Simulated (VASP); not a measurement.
Sn2Ge, 3 atoms in the cell. The structure is trigonal, space group P-3m1 (No. 164). Conventional cell: a = 3.886 Å, b = 3.886 Å, c = 4.938 Å, α = 90.00°, β = 90.00°, γ = 120.00°. Sn (site symmetry 3m) has 3 Ge at 2.56 Å as nearest neighbours. Around Ge (site symmetry -3m) lie 6 Sn at 2.56 Å. The cell was built by a generator and needn't be a form met in nature.

| Quantity | Value |
| --- | --- |
| Program | VASP 6.6.1 |
| Task | relaxation of cell and atoms |
| Functional | PBE |
| Potentials or basis | VASP PAW PBE potentials, release 64 (Sn_d, Ge_d) |
| Cutoff | 520 eV |
| k mesh | 6 × 6 × 4 |
| Occupations | gaussian, width 0.15 eV |
| Spin | no spin polarisation |
| Further INCAR settings | PREC = Normal; ALGO = Fast; EDIFF = 0.0001; IBRION = 2; EDIFFG = -0.08; NSW = 24; ISIF = 3 |

Potentials or basis: VASP PAW PBE potentials, release 64 (Sn_d, Ge_d).

Run with:

```console
$ cat potpaw_PBE.64/Sn_d/POTCAR potpaw_PBE.64/Ge_d/POTCAR > POTCAR
$ mpirun -np 1 vasp_std > vasp.out
```

Hardware: 1 thread of AMD EPYC 9R14 (Zen 4), on a shared host.

Task: Estimate the wall time of this run.

Result: Wall time 3 min on 1 thread of AMD EPYC 9R14 (Zen 4) (shared host), peak memory 0.13 GiB. Counts: scf iterations 112, k points 24, ion steps 15.
